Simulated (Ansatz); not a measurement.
CuAu3:

```
CELL_PARAMETERS angstrom
-1.99063 1.99063 4.08210
1.99063 -1.99063 4.08210
1.99063 1.99063 -4.08210
ATOMIC_POSITIONS crystal
Au 0.50000 0.50000 0.00000
Au 0.25000 0.75000 0.50000
Au 0.75000 0.25000 0.50000
Cu 0.00000 0.00000 0.00000
```

The cell comes from a database or a generator and needn't be the stable form of this composition.

Base run:

```yaml
Program: Ansatz 0.2.0
Functional: PBEsol
Potentials_or_basis: all-electron LAPW, scalar-relativistic
Cutoff: 244 eV (chosen from the basis error)
Basis_error_allowed: 0.002 eV/atom
k_mesh: 9 × 9 × 9
Occupations: fermi-dirac, width 0.05 eV
Spin: no spin polarisation
```

Its results: pressure -4.5 GPa.

**Question.** The run is repeated on the same cell with these changes: functional from PBEsol to LDA. What comes out?

**Answer.** Pressure -9.3 GPa.

LDA binds more tightly than PBEsol, so the same cell stands under less pressure.
